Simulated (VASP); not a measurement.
The system is AlAs.

```
Al As
1.0
     0.00000    2.83790    2.83790
     2.83790    0.00000    2.83790
     2.83790    2.83790    0.00000
Al As
1 1
Direct
  0.00000 0.00000 0.00000
  0.25000 0.25000 0.25000
```

The cell is a database's computed one.

| Item | Value |
| --- | --- |
| Program | VASP 6.6.1 |
| Task | relaxation of cell and atoms |
| Functional | LDA |
| Potentials or basis | VASP PAW LDA potentials, release 64 (Al, As) |
| Cutoff | 600 eV |
| k mesh | 8 × 8 × 8 |
| Occupations | gaussian, width 0.02 eV |
| Spin | no spin polarisation |

At the start: pressure -1.5 GPa; volume 22.86 Å³/atom.

**Question.** Where does the relaxation end?

**Answer.** Over 3 steps the energy falls by 2.1 meV/atom and the volume is 22.40 Å³/atom (-2.0 %); space group F-43m (No. 216, to 0.05 Å).

Step by step:
```
step  energy change (eV)  largest force (eV/Å)  pressure (GPa)  volume (Å³)
   1              0.0000                0.0000           -1.47        45.71
   2             -0.0031                0.0000            0.79        44.34
   3             -0.0042                0.0000            0.00        44.80
```

Final structure:
```yaml
crystal:
  lattice:
    - [0.00000, 2.81890, 2.81890]
    - [2.81890, 0.00000, 2.81890]
    - [2.81890, 2.81890, 0.00000]
  atoms:
    - { symbol: Al, position: [0.00000, 0.00000, 0.00000] }
    - { symbol: As, position: [0.25000, 0.25000, 0.25000] }
```
